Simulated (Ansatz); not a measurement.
The system is CuO.

```
CELL_PARAMETERS angstrom
3.17953 0.00000 0.00000
-1.58977 2.75356 0.00000
0.00000 0.00000 4.43149
ATOMIC_POSITIONS crystal
Cu 0.00000 0.00000 0.00000
Cu 0.00000 0.00000 0.50000
O 0.33333 0.66667 0.25000
O 0.66667 0.33333 0.75000
```

Measurements of this composition are mostly on another form, of space group No. 15.

| Quantity | Value |
| --- | --- |
| Program | Ansatz 0.2.0 |
| Task | relaxation of cell and atoms |
| Functional | PBEsol |
| Potentials or basis | all-electron LAPW, scalar-relativistic |
| Basis error allowed | 0.002 eV/atom |
| k mesh | 8 × 8 × 5 |
| Occupations | fermi-dirac, width 0.05 eV |
| Spin | no spin polarisation |

At the start: volume 9.70 Å³/atom.

Where does the relaxation end?

Over 9 steps the energy falls by 181.6 meV/atom and the volume is 9.22 Å³/atom (-4.9 %); space group P6_3/mmc (No. 194, to 0.05 Å).

The path:
```
step  energy change (eV)  largest force (eV/Å)  volume (Å³)
   1              0.0000                0.0000        38.80
   2             -0.4603                0.0000        37.69
   3             -0.6835                0.0000        36.67
   4             -0.7159                0.0000        37.64
   5             -0.7247                0.0000        36.84
   6             -0.7248                0.0000        36.90
   7             -0.7264                0.0000        36.90
   8             -0.7264                0.0000        36.89
   9             -0.7264                0.0000        36.89
```

Final structure:
```
Cu O
1.0
     2.91104    0.00000    0.00000
    -1.45552    2.52104    0.00000
     0.00000    0.00000    5.02690
Cu O
2 2
Direct
  0.00000 0.00000 0.00000
  0.00000 0.00000 0.50000
  0.33333 0.66667 0.25000
  0.66667 0.33333 0.75000
```

Caveat: the k mesh is thin for a metal, which can move the energy by tens of meV per atom; the run has no spin polarisation, though such a crystal can be magnetic.
